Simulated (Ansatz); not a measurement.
PbO under strains and displacements

Theory: Ansatz 0.2.0, DFT PBE, scalar-relativistic, plane waves, PAW.

Cutoff 420 eV; k points 8×8×6 on the computed 4-atom cell (Γ-centred); Gaussian smearing, width 0.02 eV; no spin polarisation.

Reference cell:

```
Pb O
1.0
     3.97440    0.00000    0.00000
     0.00000    3.97440    0.00000
     0.00000    0.00000    5.02200
Pb O
2 2
Direct
  0.00000 0.50000 0.23510
  0.50000 0.00000 0.76490
  0.00000 0.00000 0.00000
  0.50000 0.50000 0.00000
```

Each variant moves atoms of this cell by the vectors given, if any (Å), and then applies a symmetric strain (tensor components, Cartesian axes). The reference cell isn't relaxed at this level. Energies are per atom at zero smearing, counted from the lowest variant. Pressure is positive in compression.

1. strain (xx yy zz yz xz xy, %) -4.34 -4.10 -2.72 0.39 0.97 -0.01; moves: Pb1 (-0.006, -0.010, 0.026); Pb2 (0.006, 0.010, -0.026); O3 (0.015, 0.018, 0.021); O4 (-0.015, -0.018, -0.021)
2. strain (xx yy zz yz xz xy, %) -3.62 -3.62 5.38 0.00 0.00 0.00; moves: Pb1 (0.000, 0.000, 0.212); Pb2 (0.000, 0.000, -0.212)
3. no strain; moves: O3 (0.150, 0.000, 0.000)
4. strain (xx yy zz yz xz xy, %) 0.91 -4.54 -1.00 2.64 2.36 1.96; moves: Pb1 (0.006, -0.034, -0.010); Pb2 (-0.016, 0.023, 0.025); O3 (-0.013, 0.008, -0.008); O4 (0.024, 0.002, -0.007)
5. strain (xx yy zz yz xz xy, %) -0.85 -4.79 -2.92 0.00 0.16 0.00; moves: Pb1 (0.051, 0.000, -0.033); Pb2 (-0.051, 0.000, 0.033); O3 (0.029, 0.000, -0.124); O4 (-0.029, 0.000, 0.124)
6. strain (xx yy zz yz xz xy, %) -2.60 -2.60 -4.10 0.00 0.00 0.00; moves: Pb1 (0.000, 0.000, 0.354); Pb2 (0.000, 0.000, -0.354)
7. strain (xx yy zz yz xz xy, %) 4.19 3.79 3.82 0.03 0.50 0.09; moves: Pb1 (-0.097, -0.023, -0.194); Pb2 (0.134, 0.243, -0.042); O3 (-0.063, -0.175, 0.289); O4 (0.026, -0.045, -0.053)
8. no strain; moves: O4 (0.159, 0.304, 0.152)
9. strain (xx yy zz yz xz xy, %) -4.66 -4.66 4.34 0.00 0.00 0.00; moves: Pb1 (0.000, 0.000, 0.085); Pb2 (0.000, 0.000, -0.085)

Q: Order the variants by energy, lowest first.

A: 3 (0.0 meV/atom), 9 (58.9 meV/atom), 4 (62.7 meV/atom), 8 (92.1 meV/atom), 1 (110.1 meV/atom), 5 (139.4 meV/atom), 2 (202.3 meV/atom), 7 (206.1 meV/atom), 6 (284.2 meV/atom).

Q: Order them by pressure, highest first.

A: 5 (17.70 GPa), 1 (16.86 GPa), 4 (11.85 GPa), 8 (7.53 GPa), 9 (5.76 GPa), 3 (5.42 GPa), 7 (4.59 GPa), 6 (-1.33 GPa), 2 (-2.83 GPa).

Spin–orbit coupling is left out, which can shift energies with elements as heavy as these. The smearing is narrow for a metal on this mesh.